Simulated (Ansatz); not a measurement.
## Orbital character of the bands of Li2O

```
Li O
1.0
     0.00000    2.30950    2.30950
     2.30950    0.00000    2.30950
     2.30950    2.30950    0.00000
Li O
2 1
Direct
  0.25000 0.25000 0.25000
  0.75000 0.75000 0.75000
  0.00000 0.00000 0.00000
```

Atom numbers follow the list: Li1, Li2, O3.

The cell is COD entry 1011372, as deposited and not checked against the literature; nothing was relaxed.

Method: Ansatz 0.2.0, DFT, PBE, all-electron LAPW, scalar-relativistic.

The runs use a Γ-centred 11×11×11 k mesh, Fermi–Dirac smearing of 0.01 eV, basis error target 1 meV/atom, no spin polarisation.

Weights are projections on a minimal set of Löwdin-orthogonalised atomic shells, summed over atoms of an element; the rest lies outside that basis, and weights on diffuse cation s shells are inflated where empty shells are missing from it. Energies are in eV from the valence-band top.

Points: K (0.375, 0.375, 0.750), W (0.500, 0.250, 0.750).

```
           state             character
     K, -2.01 eV  O 2p 87 %, Li 2s 9 %
     K, -1.51 eV                     ?
     K, -1.09 eV                     ?
     W, -1.82 eV                     ?
W, -1.49 eV (×2)                     ?
```

Q: What belongs in the row "W, -1.49 eV (×2)", column "character"?

A: O 2p 91 %, Li 2s 8 %.

Q: What belongs in the row "K, -1.51 eV", column "character"?

A: O 2p 90 %, Li 2s 10 %.

Q: Fill in "character" for the row "K, -1.09 eV".

A: O 2p 95 %.

Q: Fill in "character" for the row "W, -1.82 eV".

A: O 2p 90 %.
